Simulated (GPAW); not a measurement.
# MgS (Niningerite) (Fm-3m) in GPAW: further runs

Aim: see how the results for MgS (Niningerite) move with the level of theory and the settings. Levels: HSE06, PBE. Tasks: single point, relaxation of cell and atoms.

Program: GPAW 26.7.0. These are calculated values, not measurements. Logs are shortened: lines on timing, memory, paths and dates and some standing lists are left out, and cuts for length are marked. The log counts tension as positive stress, the text compression.

## Step 1: Starting point

The structure is cubic, space group Fm-3m (No. 225). The conventional cell has a = 5.203 Å, b = 5.203 Å, c = 5.203 Å, α = 90.00°, β = 90.00°, γ = 90.00°. S (site symmetry m-3m) has 6 Mg at 2.60 Å as nearest neighbours. Mg (site symmetry m-3m) is surrounded by 6 S at 2.60 Å.

## Step 2: Single point, HSE06

run.py reads:

```python
from ase import Atoms
from ase.dft.bandgap import bandgap
from ase.io import write
from ase.parallel import parprint
from gpaw import GPAW, PW

atoms = Atoms(['S', 'Mg'],
              cell=[[0.0, 2.60165, 2.60165],
                    [2.60165, 0.0, 2.60165],
                    [2.60165, 2.60165, 0.0]],
              scaled_positions=[[0.5, 0.5, 0.5],
                                [0.0, 0.0, 0.0]],
              pbc=True)

calc = GPAW(mode=PW(600),
            xc='HSE06',
            kpts={'size': (6, 6, 6), 'gamma': True},
            occupations={'name': 'fermi-dirac', 'width': 0.05},
            nbands=13,
            convergence={'density': 1e-05, 'energy': 1e-05},
            maxiter=60,
            txt='gpaw.txt')
atoms.calc = calc
energy = atoms.get_potential_energy()
forces = atoms.get_forces()
calc.write('gs.gpw')
write('result.traj', atoms)
parprint(f'Energy: {energy:.6f} eV')
parprint('Forces (eV/A):')
parprint(forces.round(4))
parprint('Fermi level:', round(calc.get_fermi_level(), 4), 'eV')
parprint(f'Gap: {bandgap(calc)[0]:.4f} eV, direct: {bandgap(calc, direct=True)[0]:.4f} eV')
```

Potentials or basis: GPAW PAW data sets (gpaw-data 1.2.1), pw.

Command:

```console
$ OMP_NUM_THREADS=1 mpirun -n 4 gpaw python run.py
```

gpaw.txt:

```text
__  _  _
 | _ |_)|_||  |
 |__||  | ||/\| - 26.7.0

Input parameters:
  mode=PW(ecut=600.0),
  convergence={'density': 1e-05, 'energy': 1e-05},
  kpts=MonkhorstPack(size=(6, 6, 6), gamma=True),
  maxiter=60,
  nbands=13,
  occupations=Occupations(name='fermi-dirac', width=0.05),
  xc=XC(name='HSE06')

Diagonalizing LCAO Hamiltonian
Converting LCAO to pw mode

               S

       Mg

Atoms  # Å, Bohr magnetons
|   | symbol |        x |        y |        z |    initial magnetic moments |
|---|--------|----------|----------|----------|-----------------------------|
| 0 |      S | 2.601650 | 2.601650 | 2.601650 | ( 0.0000,  0.0000,  0.0000) |
| 1 |     Mg | 0.000000 | 0.000000 | 0.000000 | ( 0.0000,  0.0000,  0.0000) |

Unit cell  # Å
| periodic |        x |        y |        z |  lengths |    angles |
|----------|----------|----------|----------|----------|-----------|
|      yes | 0.000000 | 2.601650 | 2.601650 | 3.679289 | 60.000000 |
|      yes | 2.601650 | 0.000000 | 2.601650 | 3.679289 | 60.000000 |
|      yes | 2.601650 | 2.601650 | 0.000000 | 3.679289 | 60.000000 |

Number of symmetries: 48
Symmetry operations  # r_c * U_cc + t_c -> r_c
|    | kind |            matrix            |
|----|------|------------------------------|
|  0 |  σ   |  1, 0, 0,  1, 0,-1,  1,-1, 0 |
|  1 |  C2  |  1, 0, 0,  1,-1, 0,  1, 0,-1 |
|  2 |  E   |  1, 0, 0,  0, 1, 0,  0, 0, 1 |
|  3 |  σ   |  1, 0, 0,  0, 0, 1,  0, 1, 0 |
|  4 |  C4  |  1, 0,-1,  1, 0, 0,  1,-1, 0 |
|  5 |  S6  |  1, 0,-1,  1,-1, 0,  1, 0, 0 |
|  6 |  σ   |  1, 0,-1,  0, 1,-1,  0, 0,-1 |
|  7 |  C3  |  1, 0,-1,  0, 0,-1,  0, 1,-1 |
|  8 |  S6  |  1,-1, 0,  1, 0, 0,  1, 0,-1 |
|  9 |  C4  |  1,-1, 0,  1, 0,-1,  1, 0, 0 |
| 10 |  C3  |  1,-1, 0,  0,-1, 1,  0,-1, 0 |
| 11 |  σ   |  1,-1, 0,  0,-1, 0,  0,-1, 1 |
| 12 |  σ   |  0, 1, 0,  1, 0, 0,  0, 0, 1 |
| 13 |  C4  |  0, 1, 0,  0, 1,-1, -1, 1, 0 |
| 14 |  C3  |  0, 1, 0,  0, 0, 1,  1, 0, 0 |
| 15 |  S6  |  0, 1, 0, -1, 1, 0,  0, 1,-1 |
| 16 |  C2  |  0, 1,-1,  1, 0,-1,  0, 0,-1 |
| 17 |  σ   |  0, 1,-1,  0, 1, 0, -1, 1, 0 |
| 18 |  S4  |  0, 1,-1,  0, 0,-1,  1, 0,-1 |
| 19 |  C4  |  0, 1,-1, -1, 1, 0,  0, 1, 0 |
| 20 |  C3  |  0, 0, 1,  1, 0, 0,  0, 1, 0 |
| 21 |  σ   |  0, 0, 1,  0, 1, 0,  1, 0, 0 |
| 22 |  S6  |  0, 0, 1,  0,-1, 1, -1, 0, 1 |
| 23 |  C4  |  0, 0, 1, -1, 0, 1,  0,-1, 1 |
| 24 |  S4  |  0, 0,-1,  1, 0,-1,  0, 1,-1 |
| 25 |  C3  |  0, 0,-1,  0, 1,-1,  1, 0,-1 |
| 26 |  C2  |  0, 0,-1,  0,-1, 0, -1, 0, 0 |
| 27 |  S6  |  0, 0,-1, -1, 0, 0,  0,-1, 0 |
| 28 |  S4  |  0,-1, 1,  1,-1, 0,  0,-1, 0 |
| 29 |  C4  |  0,-1, 1,  0, 0, 1, -1, 0, 1 |
| 30 |  C2  |  0,-1, 1,  0,-1, 0,  1,-1, 0 |
| 31 |  σ   |  0,-1, 1, -1, 0, 1,  0, 0, 1 |
| 32 |  C3  |  0,-1, 0,  1,-1, 0,  0,-1, 1 |
| 33 |  S6  |  0,-1, 0,  0, 0,-1, -1, 0, 0 |
| 34 |  S4  |  0,-1, 0,  0,-1, 1,  1,-1, 0 |
| 35 |  C2  |  0,-1, 0, -1, 0, 0,  0, 0,-1 |
| 36 |  C2  | -1, 1, 0,  0, 1, 0,  0, 1,-1 |
| 37 |  S6  | -1, 1, 0,  0, 1,-1,  0, 1, 0 |
| 38 |  S4  | -1, 1, 0, -1, 0, 1, -1, 0, 0 |
| 39 |  C3  | -1, 1, 0, -1, 0, 0, -1, 0, 1 |
| 40 |  S6  | -1, 0, 1,  0, 0, 1,  0,-1, 1 |
| 41 |  C2  | -1, 0, 1,  0,-1, 1,  0, 0, 1 |
| 42 |  C3  | -1, 0, 1, -1, 1, 0, -1, 0, 0 |
| 43 |  S4  | -1, 0, 1, -1, 0, 0, -1, 1, 0 |
| 44 |  C2  | -1, 0, 0,  0, 0,-1,  0,-1, 0 |
| 45 |  i   | -1, 0, 0,  0,-1, 0,  0, 0,-1 |
| 46 |  σ   | -1, 0, 0, -1, 1, 0, -1, 0, 1 |
| 47 |  C2  | -1, 0, 0, -1, 0, 1, -1, 1, 0 |

BZ-sampling:
  Number of BZ points: 216
  Number of IBZ points: 16

  Monkhorst-Pack size: [6, 6, 6]
  Monkhorst-Pack shift: [0.08333333333333333, 0.08333333333333333, 0.08333333333333333]

K-points  # in reciprocal-cell coordinates
|     |                                coordinates |     weight |
|-----|--------------------------------------------|------------|
|   0 | (  0.00000000,   0.00000000,   0.00000000) | 0.00462963 |
|   1 | (  0.16666667,   0.16666667,   0.00000000) | 0.02777778 |
|   2 | (  0.16666667,   0.16666667,   0.16666667) | 0.03703704 |
|   3 | (  0.33333333,   0.16666667,   0.16666667) | 0.05555556 |
|   4 | (  0.33333333,   0.33333333,  -0.33333333) | 0.05555556 |
|   5 | (  0.33333333,   0.33333333,   0.00000000) | 0.02777778 |
|   6 | (  0.33333333,   0.33333333,   0.16666667) | 0.11111111 |
|   7 | (  0.33333333,   0.33333333,   0.33333333) | 0.03703704 |
|   8 | (  0.50000000,   0.33333333,  -0.33333333) | 0.11111111 |
|   9 | (  0.50000000,   0.33333333,  -0.16666667) | 0.05555556 |
| ... |                                            |            |
|  15 | (  0.50000000,   0.50000000,   0.50000000) | 0.01851852 |

Plane wave coefficients: 1243
Cutoff: 600.0 eV

Spin-components: 1 (collinear spins)
Bands:           13
Projectors:      10
Spin-degeneracy: 2
Datatype:        complex128

Parallelization:
  kpt:    4
  domain: 1
  band:   1

Density:
  Valence electrons: 16.0
  Components: 1
  Grid points: [21 21 21]
  Charge: 0.0  # |e|

Potential:
  Grid points: [21 21 21]

species:
  S:
    name:    Sulfur
    Z:       16.0
    valence: 6
    core:    10
    charge:  0.0  # [|e|]
    compensation charges:
      type: gauss
      rc: 0.24  # [Å]
      lmax: 2
    cutoffs:
      filter: 1.77  # [Å]
      core: 1.66  # [Å]
    projectors
    | kind |    occ | energy [eV] | rcut [Å] |
    |------|--------|-------------|----------|
    |   3s |  2.000 |     -17.254 |    0.974 |
    |   3p |  4.000 |      -7.008 |    0.979 |
    |    s |        |       9.957 |    0.974 |
    |    p |        |      20.203 |    0.979 |
    |    d |        |       0.000 |    0.900 |

    Using partial waves for S as LCAO basis

  Mg:
    name:    Magnesium
    Z:       12.0
    valence: 10
    core:    2
    charge:  0.0  # [|e|]
    compensation charges:
      type: gauss
      rc: 0.33  # [Å]
      lmax: 2
    cutoffs:
      filter: 1.86  # [Å]
      core: 0.54  # [Å]
    projectors
    | kind |    occ | energy [eV] | rcut [Å] |
    |------|--------|-------------|----------|
    |   2s |  2.000 |     -79.840 |    1.090 |
    |   3s |  2.000 |      -4.705 |    1.090 |
    |   2p |  6.000 |     -46.613 |    1.085 |
    |   3p |  0.000 |      -1.330 |    1.085 |
    |    d |        |       0.000 |    1.037 |

    Using partial waves for Mg as LCAO basis

Reference energy: -16307.264786  # eV

eigensolver:
  PPCG
  Converge bands: occupied
  niter=2

density mixing:
  MSR1-Mixer
  Pratt-step length: 0.05
  Maximum mixing coefficient: 0.75
  Old densities: 10
  SVD Regularization: 0.005
  Good broyden scale: 1.0
  Trust region scale: 1.0
  Backstep threshold: 4.0
  History deletion threshold: 6.0
  Fourier metric: weight=20.0, sigma=0.015

occupation numbers:
  Fermi-Dirac:
    width: 0.0500  # eV

poisson solver:
  ecut: 4800.0  # eV

xc functional:
  name: HYB_GGA_XC_HSE06 with 2 nearest neighbor stencil

convergence criteria:
- Maximum integral of absolute [dens]ity change: 1e-05 electrons / valence electron
- Maximum [total energy] change in last 3 cyles: 1e-05 eV / valence electron
- Maximum integral of absolute [eigenst]ate change: 4e-08 eV^2 / valence electron
maximum number of iterations: 60

IBZ(<points: 16, symmetries: 48>)
Occupied bands: 8
SCF iterations
|iter     | |      energy | eigst |  dens |
|---------|-|-------------|-------|-------|
|iter:   1| | -285.173451 | +0.36 |       |
|iter:   2| |  -16.056388 | -0.74 | -0.89 |
|iter:   3| |  -16.035521 | -1.88 | -1.11 |
|iter:   4| |  -15.906593 | -2.21 | -1.24 |
|iter:   5| |  -15.890184 | -2.14 | -1.44 |
|iter:   6| |  -15.897067 | -3.27 | -1.74 |
|iter:   7| |  -15.891203 | -3.30 | -1.93 |
|iter:   8| |  -15.890884 | -4.80 | -2.28 |
|iter:   9| |  -15.888886 | -4.20 | -2.33 |
|iter:  10| |  -15.887888 | -4.58 | -2.48 |
|iter:  11| |  -15.887731 | -5.00 | -2.85 |
|iter:  12| |  -15.887705 | -5.39 | -3.36 |
|iter:  13| |  -15.887707c| -6.77 | -4.62 |
|iter:  14| |  -15.887708c| -7.07 | -4.38 |
|iter:  15| |  -15.887707c| -6.96 | -4.23 |
|iter:  16| |  -15.887707c| -6.90 | -4.82 |
|iter:  17| |  -15.887707c| -6.88 | -5.46c|
|iter:  18| |  -15.887707c| -7.10 | -5.80c|
|iter:  19| |  -15.887707c| -6.65 | -7.15c|
|iter:  20| |  -15.887707c| -6.78 | -6.98c|
|iter:  21| |  -15.887707c| -7.01 | -7.36c|
|iter:  22| |  -15.887707c| -5.92 | -7.57c|
|iter:  23| |  -15.887707c| -5.93 | -7.70c|
|iter:  24| |  -15.887707c| -7.08 | -8.20c|
|iter:  25| |  -15.887707c| -7.05 | -8.68c|
|iter:  26| |  -15.887707c| -8.13c| -8.41c|

Converged in 26 steps
Energy contributions relative to reference atoms: (reference = -16307.264786)

Energy contributions:
  Kinetic:           9.479249
  Coulomb:          -7.675517
  Zero:             -0.002803
  External:          0.000000
  Xc:              256.654695
  Entropy:          -0.000000
  Spinorbit:         0.000000
  Hybrid_Xc_Cc:      -202.713144
  Hybrid_Xc_Vc:        -8.677408
  Hybrid_Xc_Vv:       -62.952779
  ----------------------------
  Free energy:     -15.887707
  Extrapolated:    -15.887707

dipole moment: (-7.437686, -7.437686, -7.437686)  # |e|*Ang

Fermi level: 5.127
Eigenvalues  # (at kpt = [0.000, 0.000, 0.000])
| band index |      eig [eV] | occ [0-2] |
|------------|---------------|-----------|
|          0 |       -75.758 |     2.000 |
|          1 |       -40.694 |     2.000 |
|          2 |       -40.694 |     2.000 |
|          3 |       -40.694 |     2.000 |
|          4 |        -9.946 |     2.000 |
|          5 |         4.006 |     2.000 |
|          6 |         4.006 |     2.000 |
|          7 |         4.006 |     2.000 |
|          8 |         8.861 |     0.000 |
|          9 |        13.141 |     0.000 |
|         10 |        13.141 |     0.000 |
|         11 |        13.142 |     0.000 |
|         12 |        15.685 |     0.000 |

Gap: 3.852 eV
Transition (v -> c):
  (s=0, k=0, n=7, [0.00, 0.00, 0.00]) -> (s=0, k=12, n=8, [0.50, 0.50, 0.00])
Direct/indirect transitions are different
Direct gap: 4.855 eV
Transition at: (s=0, k=0, n=7, [0.00, 0.00, 0.00])

Forces  # eV/Ang
|       x |       y |       z |
|---------|---------|---------|
| 0.00000 | 0.00000 | 0.00000 |  # S    0
| 0.00000 | 0.00000 | 0.00000 |  # Mg   1

# Writing to gs.gpw (mode='')
```

Wall time 73 min (4 MPI ranks of Intel Xeon Platinum 8375C at 2.90GHz (Ice Lake), shared host); peak memory 0.29 GiB.

What came out:

| Property | Result |
| --- | --- |
| Free energy | -15.8877 eV |
| Band gap on the k mesh | 3.85 eV, indirect (least direct gap 4.85 eV) |

Caveat: the PAW data sets were made with another functional, which shifts forces and pressure a little.

## Step 3: Relaxation of cell and atoms, PBE, target pressure 20 GPa, at which the enthalpy is minimised

run.py reads:

```python
from ase.filters import FrechetCellFilter
from ase.io import read, write
from ase.optimize import BFGS
from ase.units import GPa
from gpaw import GPAW, PW

atoms = read('POSCAR')

calc = GPAW(mode=PW(800),
            xc='PBE',
            kpts={'size': (9, 9, 9), 'gamma': True},
            occupations={'name': 'fermi-dirac', 'width': 0.05},
            nbands=16,
            convergence={'density': 1e-05, 'forces': 0.0001},
            maxiter=150,
            txt='gpaw.txt')
atoms.calc = calc
opt = BFGS(FrechetCellFilter(atoms, scalar_pressure=20 * GPa), trajectory='relax.traj', logfile='-')
done = opt.run(fmax=0.02, steps=60)
calc.write('gs.gpw')
write('result.traj', atoms)
print('Converged:', done)
print('Cell:', atoms.cell.cellpar().round(4))
print('Volume:', round(atoms.get_volume(), 4))
print(atoms.get_scaled_positions().round(5))
```

POSCAR reads:

```
MgS
1.0
    0.0000000000      2.6016500000      2.6016500000
    2.6016500000      0.0000000000      2.6016500000
    2.6016500000      2.6016500000      0.0000000000
S Mg
1 1
Direct
    0.5000000000      0.5000000000      0.5000000000
    0.0000000000      0.0000000000      0.0000000000
```

Potentials or basis: GPAW PAW data sets (gpaw-data 1.2.1), pw.

Command:

```console
$ OMP_NUM_THREADS=1 python run.py
```

It took 60 s on 1 thread of Arm Neoverse V2, shared host; peak memory 0.21 GiB.

The run converged. Its results:

| Quantity | Value |
| --- | --- |
| Free energy | -8.2859 eV |
| Relaxed volume | 14.85 Å³/atom |
| Relaxed cell | a = 3.476 Å, b = 3.476 Å, c = 3.476 Å, α = 60.00°, β = 60.00°, γ = 60.00° |
| Space group after relaxing (to 0.05 Å) | Fm-3m (No. 225) |
| Energy change on relaxing (the enthalpy is what falls) | +160.3 meV/atom |
| Ionic steps | 5 |
| Pressure after relaxing | 20.0 GPa |
| Band gap on the k mesh | 3.28 eV, indirect (least direct gap 5.22 eV) |

The path:
```tsv
step	energy change (eV)	largest force (eV/Å)	pressure (GPa)	volume (Å³)
1	0.0000	0.0000	1.06	35.22
2	0.0282	0.0000	4.90	33.68
3	0.3883	0.0000	22.65	29.19
4	0.3145	0.0000	19.75	29.74
5	0.3206	0.0000	20.00	29.69
```

Final structure:
```yaml
crystal:
  lattice:
    - [0.00000, 2.45782, 2.45782]
    - [2.45782, 0.00000, 2.45782]
    - [2.45782, 2.45782, 0.00000]
  atoms:
    - { symbol: S, position: [0.50000, 0.50000, 0.50000] }
    - { symbol: Mg, position: [0.00000, 0.00000, 0.00000] }
```

Levels at points of the mesh, in eV from the valence-band top:
```
           k point  band 4  band 5  band 6  band 7  band 8  band 9  band 10  band 11  band 12
(0.00, 0.00, 0.00)  -41.32  -13.76    0.00    0.00    0.00    5.22     7.74     7.74     7.74
```

Caveat: later steps reuse the first step's grids; the volume moved by over 15 % at a fixed basis, so the end points are rough; an odd mesh through Γ misses points on the zone boundary, where band edges often lie.

## Step 4: Relaxation of cell and atoms, PBE, target pressure 30 GPa, at which the enthalpy is minimised

Changes to run.py since step 3:

```diff
@@ -17,3 +17,3 @@
 atoms.calc = calc
-opt = BFGS(FrechetCellFilter(atoms, scalar_pressure=20 * GPa), trajectory='relax.traj', logfile='-')
+opt = BFGS(FrechetCellFilter(atoms, scalar_pressure=30 * GPa), trajectory='relax.traj', logfile='-')
 done = opt.run(fmax=0.02, steps=60)
```

POSCAR is that of step 3.

Command:

```console
$ OMP_NUM_THREADS=1 python run.py
```

It took 61 s on 1 thread of Arm Neoverse V2, shared host; peak memory 0.21 GiB.

Results (log left out):

| Quantity | Value |
| --- | --- |
| Free energy | -8.0171 eV |
| Relaxed volume | 13.98 Å³/atom |
| Relaxed cell | a = 3.407 Å, b = 3.407 Å, c = 3.407 Å, α = 60.00°, β = 60.00°, γ = 60.00° |
| Space group after relaxing (to 0.05 Å) | Fm-3m (No. 225) |
| Energy change on relaxing (the enthalpy is what falls) | +294.7 meV/atom |
| Ionic steps | 5 |
| Pressure after relaxing | 30.0 GPa |
| Band gap on the k mesh | 3.39 eV, indirect (least direct gap 5.61 eV) |

The path:
```
step  energy change (eV)  largest force (eV/Å)  pressure (GPa)  volume (Å³)
   1              0.0000                0.0000            1.06        35.22
   2              0.0579                0.0000            7.21        32.90
   3              0.7404                0.0000           35.16        27.22
   4              0.5738                0.0000           29.44        28.04
   5              0.5894                0.0000           29.99        27.96
```

Final structure:
```yaml
crystal:
  lattice:
    - [0.00000, 2.40897, 2.40897]
    - [2.40897, 0.00000, 2.40897]
    - [2.40897, 2.40897, 0.00000]
  atoms:
    - { symbol: S, position: [0.50000, 0.50000, 0.50000] }
    - { symbol: Mg, position: [0.00000, 0.00000, 0.00000] }
```

Levels at points of the mesh, in eV from the valence-band top:
```
           k point  band 4  band 5  band 6  band 7  band 8  band 9  band 10  band 11  band 12
(0.00, 0.00, 0.00)  -41.26  -14.21    0.00    0.00    0.00    5.83     7.64     7.64     7.64
```

Caveat: later steps reuse the first step's grids; the volume moved by over 15 % at a fixed basis, so the end points are rough; an odd mesh through Γ misses points on the zone boundary, where band edges often lie. As with any semilocal functional, this PBE gap is likely too small.

## Step 5: Overview

| task | level | cell | k mesh | cutoff (eV) | maxiter | ranks | optimizer | fmax | max steps | gap on the mesh (eV) | pressure (GPa) |
| --- | --- | --- | --- | --- | --- | --- | --- | --- | --- | --- | --- |
| single point | HSE06 | as given | 6 × 6 × 6 | 600 | 60 | 4 | - | - | - | 3.85 | - |
| relaxation of cell and atoms | PBE | relaxed to 20 GPa | 9 × 9 × 9 | 800 | 150 | - | BFGS | 0.02 eV/Å | 60 | 3.28 | 20.0 |
| relaxation of cell and atoms | PBE | relaxed to 30 GPa | 9 × 9 × 9 | 800 | 150 | - | BFGS | 0.02 eV/Å | 60 | 3.39 | 30.0 |

Alike in all rows: potentials or basis GPAW PAW data sets (gpaw-data 1.2.1), pw; no spin polarisation; smearing fermi-dirac 0.05 eV.

Caveats: later steps reuse the first step's grids (some runs); the volume moved by over 15 % at a fixed basis, so the end points are rough (some runs); an odd mesh through Γ misses points on the zone boundary, where band edges often lie (some runs); the PAW data sets were made with another functional, which shifts forces and pressure a little (some runs).

Total energies depend on the potentials used, so only differences within one code and one set of settings carry meaning.
